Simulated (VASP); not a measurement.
A run of VASP 6.6.1:

INCAR

```
  PREC = Accurate
  ENCUT = 600
  EDIFF = 1E-7
  ISMEAR = 1
  SIGMA = 0.1
  LREAL = F
  LASPH = T
  NELM = 80
  ALGO = Normal
  ISIF = 3
  LWAVE = F
  LCHARG = F
  GGA = PE
  IBRION = 2
  NSW = 90
  EDIFFG = -0.005
```

File KPOINTS:

```
Automatic mesh
0
Gamma
  10 10 10
```

POSCAR

```
Cu3N                                    
1.0
    3.8331530179     -0.0000000000      0.0000000000
    0.0000000000      3.8331530179      0.0000000000
   -0.0000000000     -0.0000000000      3.8331530179
  Cu              N             
     3     1
Direct
     0.5000000000000000    0.0000000000000000    0.0000000000000000
     0.0000000000000000    0.5000000000000000    0.0000000000000000
     0.0000000000000000    0.0000000000000000    0.5000000000000000
     0.0000000000000000    0.0000000000000000    0.0000000000000000
```

Potentials or basis: VASP PAW PBE potentials, release 64 (Cu, N).

Run with:

```bash
$ cat potpaw_PBE.64/Cu/POTCAR potpaw_PBE.64/N/POTCAR > POTCAR
$ mpirun -np 1 vasp_std > vasp.out
```

Hardware: 1 thread of AMD EPYC 7R13 Processor (Zen 3), on a shared host.

How long does it take, and how much memory?

Run time: 79 s on 1 thread of AMD EPYC 7R13 Processor (Zen 3) (shared host), peak memory 0.19 GiB. Counts: scf iterations 16, k points 56, ion steps 1.
